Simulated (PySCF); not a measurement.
**Calculated properties of `OCC1=CC=CC=C1`**

Species: C7H8O.
Atom-mapped SMILES: `[OH:1][CH2:2][c:3]1[cH:4][cH:5][cH:6][cH:7][cH:8]1` (hydrogens: H9 on O1; H10, H11 on C2; H12 on C4; H13 on C5; H14 on C6; H15 on C7; H16 on C8)

Structural features include: benzene ring and alcohol.

From GFN2-xTB geometry:

| Item | Value |
| --- | --- |
| Rotational constants A, B, C of the GFN2-xTB geometry | 4.710, 1.487, 1.229 GHz |

PBE0/def2-SVPD ground state and vertical TDDFT (core frozen in the response) (PySCF):

| Item | Value |
| --- | --- |
| Dipole moment | 1.71 D |
| HOMO energy | -7.36 eV |
| LUMO energy | -0.48 eV |
| HOMO–LUMO gap | 6.88 eV |
| Lowest singlet excitation | 5.48 eV (226 nm, f = 0.000) |
| Lowest triplet excitation (Tamm–Dancoff) | 4.12 eV |
| Static isotropic polarisability | 83.8 au |
| Electronic spatial extent ⟨r²⟩ about the centre of nuclear charge | 980 bohr² |

Monoisotopic mass (most abundant isotopes): 108.0575 u.

The vertical singlet–triplet gap S1 − T1 is 1.36 eV (TDDFT singlet less Tamm–Dancoff triplet; S1: HOMO→LUMO+1, weight 0.51, beside HOMO−1→LUMO, weight 0.47; T1: HOMO→LUMO, weight 0.55, beside HOMO−1→LUMO+1, weight 0.39). The polarisability is 12.42 Å³ as a volume (1 au = 0.148185 Å³), or 1.44 au for each of the 58 electrons. S1 lies 1.40 eV below the HOMO–LUMO gap; its leading configuration is HOMO→LUMO+1, weight 0.51, beside HOMO−1→LUMO, weight 0.47. No computed singlet falls in the visible range (750 to 380 nm, 1.65 to 3.26 eV); S1 lies 2.22 eV above its blue end. The dipole matches unit charges of opposite sign 0.36 Å apart (1 e·Å = 4.8032 D). With B = h/(8π²I), that is 505.379 GHz u Å² over I, the principal moments of inertia are 107.3, 339.8 and 411.2 u Å² (most abundant isotopes). The largest Löwdin shares of the HOMO are 0.22 on C6, 0.22 on C3, 0.13 on C4 and 0.13 on C7.

One conformer (not necessarily the lowest) at the GFN2-xTB geometry, without solvent, vibrations or thermal averaging.

Shape of the structure used: `[OH:1][CH2:2][c:3]1[cH:4][cH:5][cH:6][cH:7][cH:8]1`: O1–C2–C3–C4 -88°, H–O1–C2–C3 -53°.
